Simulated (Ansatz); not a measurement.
# Hg: computed properties

The calculation used Ansatz 0.2.0, DFT PBE, scalar-relativistic, plane waves, PAW.

Cutoff 420 eV; k points 20×20×20 on the computed 1-atom cell (Γ-centred); Gaussian smearing, width 0.10 eV; no spin polarisation.

The structure is relaxed at this level of theory with its symmetry kept, and needn't be the ground state of this composition.

```
Hg
1.0
    -1.93921    1.93921    1.93990
     1.93921   -1.93921    1.93990
     1.93921    1.93921   -1.93990
Hg
1
Direct
  0.00000 0.00000 0.00000
```

Task: Energy over the standard state (uncorrected)?

Result: -0.013 eV/atom.

Task: Kohn–Sham band gap?

Result: none (metal).

Task: Density of states at the Fermi level?

Result: 0.2 states/eV per cell.

Task: Bader charge by site (e)?

Result: Hg (1 in the cell) 0.00.

Spin-orbit coupling is left out, which matters for the bands of heavy elements.

The cell was found from a structure generator's guess, not taken from experiment.
